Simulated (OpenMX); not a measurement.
## Zr under changes of volume

One of the cells (23.746 Å³/atom); the others are scaled copies at fixed shape and fractional positions:

```
CELL_PARAMETERS angstrom
3.25340 0.00000 0.00000
-1.62670 2.81753 0.00000
0.00000 0.00000 5.18109
ATOMIC_POSITIONS crystal
Zr 0.66667 0.33333 0.75000
Zr 0.33333 0.66667 0.25000
```

| Quantity | Value |
| --- | --- |
| Program | OpenMX 3.8.5 |
| Functional | PBE |
| Potentials or basis | OpenMX 2013 PBE set, Zr7.0-s3p2d2, fixed grid of 35 × 35 × 63 points |
| k mesh | 9 × 9 × 5 |
| Occupations | fermi-dirac, width 0.05 eV |
| Spin | no spin polarisation |

| volume (Å³/atom) | energy over the lowest point (meV/atom) | largest force (eV/Å) |
| --- | --- | --- |
| 21.884 | 43.04 | 0.007 |
| 22.350 | 22.18 | 0.006 |
| 22.815 | ? | ? |
| 23.746 | 0.00 | 0.007 |
| 24.212 | 4.34 | 0.011 |
| 24.678 | 13.81 | 0.006 |

Task: What does the run at 22.815 Å³/atom give?

Result: Energy over the lowest point 8.41 meV/atom; largest force 0.010 eV/Å.

Worked out: A Birch-Murnaghan fit of order 3 (a polynomial in V^(-2/3)) to the other rows has its minimum at 23.61 Å³/atom with B0 = V·E''(V) = 99 GPa and B' = 3.1 at fixed shape and positions, which overstates the stiffness. It gives 8.44 meV/atom at 22.815 Å³/atom, against the run's 8.41.

Energies are extrapolated to zero smearing.

Caveats: the basis of atomic orbitals isn't converged, which shifts pressures, moduli and gaps.
